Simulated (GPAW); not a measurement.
# AgCl (Chlorargyrite) (Fm-3m) in GPAW: a series of runs, part 2 of 2

GPAW 26.7.0.

### Step 4. Relaxation of cell and atoms, PBEsol, target pressure 20 GPa, at which the enthalpy is minimised

run.py

```python
from ase import Atoms
from ase.filters import FrechetCellFilter
from ase.io import write
from ase.optimize import BFGS
from ase.units import GPa
from gpaw import GPAW, PW, setup_paths

setup_paths.insert(0, '.')

atoms = Atoms(['Ag', 'Cl'],
              cell=[[0.0, 2.735, 2.735],
                    [2.735, 0.0, 2.735],
                    [2.735, 2.735, 0.0]],
              scaled_positions=[[0.0, 0.0, 0.0],
                                [0.5, 0.5, 0.5]],
              pbc=True)

calc = GPAW(mode=PW(600),
            xc='PBEsol',
            kpts={'size': (8, 8, 8), 'gamma': True},
            occupations={'name': 'fermi-dirac', 'width': 0.05},
            nbands=23,
            convergence={'density': 1e-05, 'forces': 0.0001},
            maxiter=150,
            txt='gpaw.txt')
atoms.calc = calc
opt = BFGS(FrechetCellFilter(atoms, scalar_pressure=20 * GPa), trajectory='relax.traj', logfile='-')
done = opt.run(fmax=0.02, steps=60)
calc.write('gs.gpw')
write('result.traj', atoms)
print('Converged:', done)
print('Cell:', atoms.cell.cellpar().round(4))
print('Volume:', round(atoms.get_volume(), 4))
print(atoms.get_scaled_positions().round(5))
```

Command:

```
gpaw-setup -f PBEsol Ag Cl
OMP_NUM_THREADS=1 python run.py
```

Wall time 2.1 min (1 thread of AMD EPYC 7R43 (Zen 3), shared host); peak memory 0.19 GiB.

It converged, with:

```yaml
Free_energy: -5.7749 eV
Relaxed_volume: 16.50 Å³/atom
Relaxed_cell: a = 3.600 Å, b = 3.600 Å, c = 3.600 Å, α = 60.00°, β = 60.00°, γ = 60.00°
Space_group_after_relaxing_to_0.05_Å: Fm-3m (No. 225)
Energy_change_on_relaxing_the_enthalpy_is_what_falls: +190.5 meV/atom
Ionic_steps: 5
Pressure_after_relaxing: 19.9 GPa
Band_gap_on_the_k_mesh: 0.81 eV, indirect (least direct gap 3.12 eV)
```

The path:
```tsv
step	energy change (eV)	largest force (eV/Å)	pressure (GPa)	volume (Å³)
1	0.0000	0.0000	-0.58	40.92
2	0.0164	0.0000	2.94	38.68
3	0.5961	0.0000	27.40	31.54
4	0.3485	0.0000	18.75	33.27
5	0.3809	0.0000	19.94	33.00
```

Final structure:
```cif
data_structure
_symmetry_space_group_name_H-M 'P 1'
_symmetry_Int_Tables_number 1
_cell_length_a 3.6004
_cell_length_b 3.6004
_cell_length_c 3.6004
_cell_angle_alpha 60.000
_cell_angle_beta 60.000
_cell_angle_gamma 60.000
_cell_volume 33.00
loop_
_atom_site_label
_atom_site_type_symbol
_atom_site_fract_x
_atom_site_fract_y
_atom_site_fract_z
_atom_site_occupancy
Ag1 Ag 0.00000 0.00000 0.00000 1
Cl1 Cl 0.50000 0.50000 0.50000 1
```

Levels at points of the mesh, in eV from the valence-band top:
```csv
k point,band 10,band 11,band 12,band 13,band 14,band 15
"(0.00, 0.00, 0.00)",-3.53,-3.53,-3.53,0.81,10.37,10.37
"(0.50, 0.50, 0.00)",-2.97,-2.97,-2.59,1.65,7.40,9.36
"(0.50, 0.50, 0.50)",-2.68,0.00,0.00,3.12,6.74,6.74
```

Caveat: later steps reuse the first step's grids; the volume moved by over 15 % at a fixed basis, so the end points are rough. A hybrid or GW would open this gap; PBEsol tends to underestimate it.

### Step 5. Relaxation of cell and atoms, PBEsol, target pressure 30 GPa, at which the enthalpy is minimised

run.py: that of step 4 with these lines changed.

```diff
@@ -26,3 +26,3 @@
 atoms.calc = calc
-opt = BFGS(FrechetCellFilter(atoms, scalar_pressure=20 * GPa), trajectory='relax.traj', logfile='-')
+opt = BFGS(FrechetCellFilter(atoms, scalar_pressure=30 * GPa), trajectory='relax.traj', logfile='-')
 done = opt.run(fmax=0.02, steps=60)
```

Potentials or basis: PAW data sets generated in the run's folder for this functional, pw.

Command:

```
gpaw-setup -f PBEsol Ag Cl
OMP_NUM_THREADS=1 python run.py
```

gpaw.txt:

```text
__  _  _
 | _ |_)|_||  |
 |__||  | ||/\| - 26.7.0

Input parameters:
  mode=PW(ecut=600.0),
  convergence={'density': 1e-05, 'forces': 0.0001},
  kpts=MonkhorstPack(size=(8, 8, 8), gamma=True),
  maxiter=150,
  nbands=23,
  occupations=Occupations(name='fermi-dirac', width=0.05),
  xc=XC(name='PBEsol')

Diagonalizing LCAO Hamiltonian
Converting LCAO to pw mode

                Cl

       Ag

Atoms  # Å, Bohr magnetons
|   | symbol |        x |        y |        z |    initial magnetic moments |
|---|--------|----------|----------|----------|-----------------------------|
| 0 |     Ag | 0.000000 | 0.000000 | 0.000000 | ( 0.0000,  0.0000,  0.0000) |
| 1 |     Cl | 2.735000 | 2.735000 | 2.735000 | ( 0.0000,  0.0000,  0.0000) |

Unit cell  # Å
| periodic |        x |        y |        z |  lengths |    angles |
|----------|----------|----------|----------|----------|-----------|
|      yes | 0.000000 | 2.735000 | 2.735000 | 3.867874 | 60.000000 |
|      yes | 2.735000 | 0.000000 | 2.735000 | 3.867874 | 60.000000 |
|      yes | 2.735000 | 2.735000 | 0.000000 | 3.867874 | 60.000000 |

Number of symmetries: 48
Symmetry operations  # r_c * U_cc + t_c -> r_c
|    | kind |            matrix            |
|----|------|------------------------------|
|  0 |  σ   |  1, 0, 0,  1, 0,-1,  1,-1, 0 |
|  1 |  C2  |  1, 0, 0,  1,-1, 0,  1, 0,-1 |
|  2 |  E   |  1, 0, 0,  0, 1, 0,  0, 0, 1 |
|  3 |  σ   |  1, 0, 0,  0, 0, 1,  0, 1, 0 |
|  4 |  C4  |  1, 0,-1,  1, 0, 0,  1,-1, 0 |
|  5 |  S6  |  1, 0,-1,  1,-1, 0,  1, 0, 0 |
|  6 |  σ   |  1, 0,-1,  0, 1,-1,  0, 0,-1 |
|  7 |  C3  |  1, 0,-1,  0, 0,-1,  0, 1,-1 |
|  8 |  S6  |  1,-1, 0,  1, 0, 0,  1, 0,-1 |
|  9 |  C4  |  1,-1, 0,  1, 0,-1,  1, 0, 0 |
| 10 |  C3  |  1,-1, 0,  0,-1, 1,  0,-1, 0 |
| 11 |  σ   |  1,-1, 0,  0,-1, 0,  0,-1, 1 |
| 12 |  σ   |  0, 1, 0,  1, 0, 0,  0, 0, 1 |
| 13 |  C4  |  0, 1, 0,  0, 1,-1, -1, 1, 0 |
[... 527 lines left out ...]
               Cl

       Ag

Atoms  # Å, Bohr magnetons
|   | symbol |         x |        y |         z |    initial magnetic moments |
|---|--------|-----------|----------|-----------|-----------------------------|
| 0 |     Ag | -0.000000 | 0.000000 | -0.000000 | ( 0.0000,  0.0000,  0.0000) |
| 1 |     Cl |  2.445783 | 2.445783 |  2.445783 | ( 0.0000,  0.0000,  0.0000) |

Unit cell  # Å
| periodic |        x |         y |         z |  lengths |    angles |
|----------|----------|-----------|-----------|----------|-----------|
|      yes | 0.000000 |  2.445783 |  2.445783 | 3.458860 | 60.000000 |
|      yes | 2.445783 | -0.000000 |  2.445783 | 3.458860 | 60.000000 |
|      yes | 2.445783 |  2.445783 | -0.000000 | 3.458860 | 60.000000 |

Number of symmetries: 48
Symmetry operations  # r_c * U_cc + t_c -> r_c
|    | kind |            matrix            |
|----|------|------------------------------|
|  0 |  σ   |  1, 0, 0,  1, 0,-1,  1,-1, 0 |
|  1 |  C2  |  1, 0, 0,  1,-1, 0,  1, 0,-1 |
|  2 |  E   |  1, 0, 0,  0, 1, 0,  0, 0, 1 |
|  3 |  σ   |  1, 0, 0,  0, 0, 1,  0, 1, 0 |
|  4 |  C4  |  1, 0,-1,  1, 0, 0,  1,-1, 0 |
|  5 |  S6  |  1, 0,-1,  1,-1, 0,  1, 0, 0 |
|  6 |  σ   |  1, 0,-1,  0, 1,-1,  0, 0,-1 |
|  7 |  C3  |  1, 0,-1,  0, 0,-1,  0, 1,-1 |
[... 538 lines left out ...]
Atoms  # Å, Bohr magnetons
|   | symbol |         x |         y |         z |    initial magnetic moments |
|---|--------|-----------|-----------|-----------|-----------------------------|
| 0 |     Ag | -0.000000 | -0.000000 | -0.000000 | ( 0.0000,  0.0000,  0.0000) |
| 1 |     Cl |  2.496869 |  2.496869 |  2.496869 | ( 0.0000,  0.0000,  0.0000) |

Unit cell  # Å
| periodic |        x |         y |        z |  lengths |    angles |
|----------|----------|-----------|----------|----------|-----------|
|      yes | 0.000000 |  2.496869 | 2.496869 | 3.531106 | 60.000000 |
|      yes | 2.496869 | -0.000000 | 2.496869 | 3.531106 | 60.000000 |
|      yes | 2.496869 |  2.496869 | 0.000000 | 3.531106 | 60.000000 |

Number of symmetries: 48
Symmetry operations  # r_c * U_cc + t_c -> r_c
|    | kind |            matrix            |
|----|------|------------------------------|
|  0 |  σ   |  1, 0, 0,  1, 0,-1,  1,-1, 0 |
|  1 |  C2  |  1, 0, 0,  1,-1, 0,  1, 0,-1 |
|  2 |  E   |  1, 0, 0,  0, 1, 0,  0, 0, 1 |
|  3 |  σ   |  1, 0, 0,  0, 0, 1,  0, 1, 0 |
|  4 |  C4  |  1, 0,-1,  1, 0, 0,  1,-1, 0 |
|  5 |  S6  |  1, 0,-1,  1,-1, 0,  1, 0, 0 |
|  6 |  σ   |  1, 0,-1,  0, 1,-1,  0, 0,-1 |
|  7 |  C3  |  1, 0,-1,  0, 0,-1,  0, 1,-1 |
|  8 |  S6  |  1,-1, 0,  1, 0, 0,  1, 0,-1 |
|  9 |  C4  |  1,-1, 0,  1, 0,-1,  1, 0, 0 |
| 10 |  C3  |  1,-1, 0,  0,-1, 1,  0,-1, 0 |
| 11 |  σ   |  1,-1, 0,  0,-1, 0,  0,-1, 1 |
| 12 |  σ   |  0, 1, 0,  1, 0, 0,  0, 0, 1 |
| 13 |  C4  |  0, 1, 0,  0, 1,-1, -1, 1, 0 |
[... 231 lines left out ...]
Stress tensor  # eV/Ang^3
|         x |         y |         z |
|-----------|-----------|-----------|
| -0.186285 |  0.000000 | -0.000000 |
|  0.000000 | -0.186285 | -0.000000 |
| -0.000000 | -0.000000 | -0.186285 |

Forces  # eV/Ang
|       x |        y |        z |
|---------|----------|----------|
| 0.00000 |  0.00000 |  0.00000 |  # Ag   0
| 0.00000 | -0.00000 | -0.00000 |  # Cl   1

# Writing to gs.gpw (mode='')
```

It took 2 min on 1 thread of AMD EPYC 7R43 (Zen 3), shared host; peak memory 0.2 GiB.

Results:

- Free energy: -5.4860 eV
- Relaxed volume: 15.57 Å³/atom
- Relaxed cell: a = 3.531 Å, b = 3.531 Å, c = 3.531 Å, α = 60.00°, β = 60.00°, γ = 60.00°
- Space group after relaxing (to 0.05 Å): Fm-3m (No. 225)
- Energy change on relaxing (the enthalpy is what falls): +334.9 meV/atom
- Ionic steps: 5
- Pressure after relaxing: 29.8 GPa
- Band gap on the k mesh: 0.89 eV, indirect (least direct gap 2.86 eV)

Step by step:
```
step  energy change (eV)  largest force (eV/Å)  pressure (GPa)  volume (Å³)
   1              0.0000                0.0000           -0.58        40.92
   2              0.0429                0.0000            5.05        37.63
   3              1.0949                0.0000           43.35        29.26
   4              0.6029                0.0000           27.62        31.50
   5              0.6698                0.0000           29.85        31.13
```

Final structure:
```
Ag Cl
1.0
     0.00000    2.49687    2.49687
     2.49687    0.00000    2.49687
     2.49687    2.49687    0.00000
Ag Cl
1 1
Cartesian
  0.0000 0.0000 0.0000
  2.4969 2.4969 2.4969
```

Caveat: later steps reuse the first step's grids; the volume moved by over 15 % at a fixed basis, so the end points are rough.

### Step 6. Overview

```csv
cell,target pressure,gap on the mesh (eV),pressure (GPa)
relaxed to 5 GPa,5 GPa,0.71,4.9
relaxed to 10 GPa,10 GPa,0.74,10.0
relaxed to 20 GPa,20 GPa,0.81,19.9
relaxed to 30 GPa,30 GPa,0.89,29.8
```

Alike in all rows: task relaxation of cell and atoms; level PBEsol; potentials or basis PAW data sets generated in the run's folder for this functional, pw; no spin polarisation; k mesh 8 × 8 × 8; cutoff (eV) 600; smearing fermi-dirac 0.05 eV.

Caveats: later steps reuse the first step's grids; the volume moved by over 15 % at a fixed basis, so the end points are rough (some runs).

Total energies depend on the potentials used, so only differences within one code and one set of settings carry meaning.
